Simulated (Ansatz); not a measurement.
Li$_{2}$O, DFT, PBE, all-electron LAPW, scalar-relativistic (Ansatz 0.2.0), on 1 thread of Arm Neoverse V2 (shared host).

Command: `ansatz run input.yaml --threads 1 --pin off --max-ram 3072MiB --backend cpu --events-out ev --progress --plain --runs-dir out`

```yaml
crystal:
  lattice:
    - [0.0, 2.3268543819, 2.3268543819]
    - [2.3268543819, 0.0, 2.3268543819]
    - [2.3268543819, 2.3268543819, 0.0]
  atoms:
    - { symbol: Li, position: [0.75, 0.75, 0.75] }
    - { symbol: Li, position: [0.25, 0.25, 0.25] }
    - { symbol: O, position: [0.0, 0.0, 0.0] }
kpoints:
  mp_grid: { grid: [10, 10, 10] }
  band_path:
    path:
      - [0.0, 0.0, 0.0]
      - [0.5, 0.0, 0.5]
      - [0.625, 0.25, 0.625]
      - [0.375, 0.375, 0.75]
      - [0.0, 0.0, 0.0]
      - [0.5, 0.5, 0.5]
      - [0.5, 0.25, 0.75]
      - [0.5, 0.0, 0.5]
    npoints: 14
scf:
  occupations: { method: fermi_dirac, width: 0.03 }
hamiltonian:
  xc: pbe
  pseudopotentials: { kind: all_electron, lapw: { basis_error: 0.001 } }
output:
  forces: true
  stress: true
  eigenvalues: true
  populations: true
```

Q: How large is the problem that the program sets up?

A: 47 irreducible k-points, 283 plane waves at Γ, 10 bands.

Q: About how long does it take?

A: 6.5 s of wall time for 7 SCF iterations. Times on shared machines scatter by tens of per cent.
